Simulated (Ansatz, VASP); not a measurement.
Given: the input of a run of VASP 6.6.1 on C.

POSCAR

```
C
1.0
    0.0000000000      1.7833700000      1.7833700000
    1.7833700000      0.0000000000      1.7833700000
    1.7833700000      1.7833700000      0.0000000000
C
2
Direct
    0.7500000000      0.7500000000      0.7500000000
    0.5000000000      0.5000000000      0.5000000000
```

File INCAR.step1:

```
SYSTEM = C
PREC = Accurate ; ENCUT = 520
EDIFF = 1E-5 ; ISMEAR = -1
SIGMA = 0.05 ; LREAL = .FALSE.
LASPH = .TRUE. ; NELM = 60
ALGO = Normal ; ISIF = 2
LWAVE = .TRUE. ; LCHARG = .FALSE.
GGA = PE
```

Contents of INCAR.step2:

```
SYSTEM = C
PREC = Accurate ; ENCUT = 520
EDIFF = 1E-7 ; ISMEAR = -1
SIGMA = 0.05 ; LREAL = .FALSE.
LASPH = .TRUE. ; NELM = 60
ALGO = Normal ; ISIF = 2
LWAVE = .FALSE. ; LCHARG = .FALSE.
GGA = B3 ; LHFCALC = .TRUE.
AEXX = 0.2 ; AGGAX = 0.72
AGGAC = 0.81 ; ALDAC = 0.19
PRECFOCK = Fast ; HFRCUT = -1
ISTART = 1
```

Contents of KPOINTS:

```
Automatic mesh
0
G
  7 7 7
  0 0 0
```

The input KPOINTS_OPT:

```
path GXWKGLUWLK,UX
10
line-mode
reciprocal
 0.0000000000  0.0000000000  0.0000000000  G
 0.5000000000  0.0000000000  0.5000000000  X

 0.5000000000  0.0000000000  0.5000000000  X
 0.5000000000  0.2500000000  0.7500000000  W

 0.5000000000  0.2500000000  0.7500000000  W
 0.3750000000  0.3750000000  0.7500000000  K

 0.3750000000  0.3750000000  0.7500000000  K
 0.0000000000  0.0000000000  0.0000000000  G

 0.0000000000  0.0000000000  0.0000000000  G
 0.5000000000  0.5000000000  0.5000000000  L

 0.5000000000  0.5000000000  0.5000000000  L
 0.6250000000  0.2500000000  0.6250000000  U

 0.6250000000  0.2500000000  0.6250000000  U
 0.5000000000  0.2500000000  0.7500000000  W

 0.5000000000  0.2500000000  0.7500000000  W
 0.5000000000  0.5000000000  0.5000000000  L

 0.5000000000  0.5000000000  0.5000000000  L
 0.3750000000  0.3750000000  0.7500000000  K

 0.6250000000  0.2500000000  0.6250000000  U
 0.5000000000  0.0000000000  0.5000000000  X
```

Potentials or basis: VASP PAW PBE potentials, release 64 (C).

The run is started by

```sh
$ cat potpaw_PBE.64/C/POTCAR > POTCAR
$ cp INCAR.step1 INCAR
$ mpirun -np 1 vasp_std > vasp.out
$ cp INCAR.step2 INCAR
$ mpirun -np 1 vasp_std > vasp.out
```

Q: Set up the same calculation for Ansatz 0.2.0. Potentials there: Ansatz PAW.

A: As run (the cutoff follows the program's own potentials):

Contents of input.yaml:

```yaml
crystal:
  lattice:
    - [0.0, 1.78337, 1.78337]
    - [1.78337, 0.0, 1.78337]
    - [1.78337, 1.78337, 0.0]
  atoms:
    - { symbol: C, position: [0.75, 0.75, 0.75] }
    - { symbol: C, position: [0.5, 0.5, 0.5] }
hamiltonian:
  xc: b3lyp
  pseudopotentials: { kind: paw }
kpoints:
  mp_grid: { grid: [7, 7, 7] }
  band_path:
    path:
      - [[0.0, 0.0, 0.0], [0.5, 0.0, 0.5], [0.5, 0.25, 0.75], [0.375, 0.375, 0.75], [0.0, 0.0, 0.0], [0.5, 0.5, 0.5], [0.625, 0.25, 0.625], [0.5, 0.25, 0.75], [0.5, 0.5, 0.5], [0.375, 0.375, 0.75]]
      - [[0.625, 0.25, 0.625], [0.5, 0.0, 0.5]]
    npoints: 4
scf:
  occupations: { method: fermi_dirac, width: 0.05 }
  n_extra_bands: 6
output:
  forces: true
  stress: true
  eigenvalues: true
  fatbands: false
```

Potentials or basis: Ansatz PAW.

Launch:

```console
$ ansatz run input.yaml --threads 2 --pin off --max-ram 5632MiB --backend cpu --events-out ev --progress --plain --runs-dir out
```

Both were run:

|  | VASP | Ansatz | Ansatz less VASP |
| --- | --- | --- | --- |
| gap on the k mesh at the Fermi level (eV) | 6.13 | 6.12 | -0.008 |
| least direct gap on the mesh (eV) | 7.44 | 7.43 | -0.010 |
| gap along the band path (eV) | 6.00 | 5.99 | -0.017 |
| pressure (GPa) | 1.3 | 0.4 | -0.92 |

With one functional, cell and mesh, what is left measures potentials, basis and numerics.

Caveats: the k mesh is coarse (spacing up to 0.44 Å⁻¹), so the values aren't converged, least of all with exact exchange; the PAW data sets were made with another functional, which shifts forces and pressure a little (VASP); the mesh misses the band edges, which the band path finds closer together (VASP); the k mesh misses the band edges, so the gap on the mesh is wider than the one along the path (Ansatz); the pressure holds a Pulay correction of +1.0 GPa for the finite cutoff (Ansatz); the PAW data sets come from PBE, with cores solved anew for the run's functional, which leaves a small shift of forces and pressure (Ansatz); the thresholds are loose for stress (Ansatz).
